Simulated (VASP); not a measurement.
Rh:

```
CELL_PARAMETERS angstrom
1.42104 0.82044 6.86782
-1.42104 0.82044 6.86782
0.00000 -1.64088 6.86782
ATOMIC_POSITIONS crystal
Rh 0.00000 0.00000 0.00000
Rh 0.22222 0.22222 0.22222
Rh 0.77778 0.77778 0.77778
```

The cell was built by a generator and needn't be a form met in nature.

- Program: VASP 6.6.1
- Task: relaxation of cell and atoms
- Functional: PBE
- Potentials or basis: VASP PAW PBE potentials, release 64 (Rh_pv)
- Cutoff: 600 eV
- k mesh: 9 × 9 × 9
- Occupations: gaussian, width 0.1 eV
- Spin: no spin polarisation

At the start: pressure -23.5 GPa; volume 16.01 Å³/atom.

Q: How do energy, volume and symmetry change on relaxing?

A: Over 6 steps the energy falls by 163.6 meV/atom and the volume is 14.08 Å³/atom (-12.1 %); space group R-3m (No. 166, to 0.05 Å).

Step by step:
| step | energy change (eV) | largest force (eV/Å) | pressure (GPa) | volume (Å³) |
| --- | --- | --- | --- | --- |
| 1 | 0.0000 | 0.0985 | -23.54 | 48.04 |
| 2 | 1.8503 | 0.0359 | 108.00 | 33.47 |
| 3 | -0.4864 | 0.1140 | -2.29 | 42.63 |
| 4 | -0.4889 | 0.1139 | -0.75 | 42.36 |
| 5 | -0.4892 | 0.1139 | 0.05 | 42.23 |
| 6 | -0.4909 | 0.0325 | 0.05 | 42.23 |

Final structure:
```cif
data_structure
_symmetry_space_group_name_H-M 'P 1'
_symmetry_Int_Tables_number 1
_cell_length_a 6.8028
_cell_length_b 6.8028
_cell_length_c 6.8028
_cell_angle_alpha 23.013
_cell_angle_beta 23.013
_cell_angle_gamma 23.013
_cell_volume 42.23
loop_
_atom_site_label
_atom_site_type_symbol
_atom_site_fract_x
_atom_site_fract_y
_atom_site_fract_z
_atom_site_occupancy
Rh1 Rh 0.00000 0.00000 0.00000 1
Rh2 Rh 0.22253 0.22253 0.22253 1
Rh3 Rh 0.77747 0.77747 0.77747 1
```
